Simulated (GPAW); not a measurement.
Crystal: C.

```
C
1.0
     0.00000    1.78337    1.78337
     1.78337    0.00000    1.78337
     1.78337    1.78337    0.00000
C
2
Direct
  0.75000 0.75000 0.75000
  0.50000 0.50000 0.50000
```

This isn't the form of C at room conditions, which is graphite.

* Program: GPAW 26.7.0
* Task: relaxation of cell and atoms
* Functional: PBEsol
* Dispersion: D4
* Potentials or basis: PAW data sets generated in the run's folder for this functional
* Cutoff: 800 eV
* Basis: pw
* k mesh: 13 × 13 × 13
* Occupations: fermi-dirac, width 0.05 eV
* Spin: no spin polarisation

At the start: pressure -8.2 GPa; volume 5.67 Å³/atom.

**Question.** Where does the relaxation end?

**Answer.** Over 3 steps the energy falls by 2.1 meV/atom and the volume is 5.57 Å³/atom (-1.8 %); space group Fd-3m (No. 227, to 0.05 Å).

The path:
| step | energy change (eV) | largest force (eV/Å) | pressure (GPa) | volume (Å³) |
| --- | --- | --- | --- | --- |
| 1 | 0.0000 | 0.0000 | -8.18 | 11.34 |
| 2 | -0.0027 | 0.0000 | -5.49 | 11.27 |
| 3 | -0.0043 | 0.0000 | 0.09 | 11.13 |

Final structure:
```
C
1.0
     0.00000    1.77232    1.77232
     1.77232    0.00000    1.77232
     1.77232    1.77232    0.00000
C
2
Direct
  0.75000 0.75000 0.75000
  0.50000 0.50000 0.50000
```

The cell as given is a measured one (5.67 Å³/atom); PBEsol+D4 puts the equilibrium volume -1.8 % from it, thermal expansion not counted.

Caveat: later steps reuse the first step's grids.
